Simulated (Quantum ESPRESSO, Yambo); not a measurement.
Planning a run of Yambo 5.3.0 on AlN (P6_3mc). The input:

```
HF_and_locXC
gw0
dyson
ppa
em1d
rim_cut
RandQpts= 1000000
RandGvec= 1 RL
EXXRLvcs= 72 Ry
VXCRLvcs= 288 Ry
Chimod= "HARTREE"
% BndsRnXp
 1 | 182 |
%
NGsBlkXp= 15.5 Ry
% LongDrXp
 1 | 1 | 1 |
%
% GbndRnge
 1 | 182 |
%
DysSolver= "n"
ExtendOut
PPAPntXp= 27.21138 eV
% QPkrange
 1 | 10 | 3 | 14 |
%
GfnQPdb= "E < ./gw6_fix/ndb.QP"
XfnQPdb= "E < ./gw6_fix/ndb.QP"
```

The database entry behind the starting cell differs from later determinations by our own check (inner coordinate u about 0.002 short), so it need not match the best structure at ambient conditions.

```sh
OMP_NUM_THREADS=1 mpirun -n 4 yambo -F gw7.in -J gw7 -C gw7 > gw7.log
```

The stored states that it reads are on a 3×3×4 mesh. Symmetry: P6_3mc, No. 186, hexagonal system. Conventional cell: a = 3.113 Å, b = 3.113 Å, c = 4.981 Å, α = 90.00°, β = 90.00°, γ = 120.00°. Nearest to Al lie 4 N at 1.89 Å. N has 4 Al at 1.89 Å nearest. Farther neighbours and most contacts between anions are not listed.

Q: How long will it take on 4 MPI ranks of Arm Neoverse V1, shared host, and how much memory?

It took 12 min; on shared hardware allow 6.2 min to 25 min. Peak host memory was 1.5 GiB.

The screening grows as filled bands × empty bands × pairs of k points, times the square of the screening basis for the matrix.

[Paths, hosts, dates, memory and timing lines, banners, echoed tables and standing remarks are left out of the program output.]

[Logs are printed without paths, hosts, clocks, repeated set-up lines and the standing remarks that a program may print on its own settings, such as how far it seeks lower states.]

[Runs of the session that timed out or met a known fault of the program may be left out.]

[Hosts, paths, dates, database ids (printed as entryN), source tags and the programs' standing remarks are cut or masked in the printed files.]
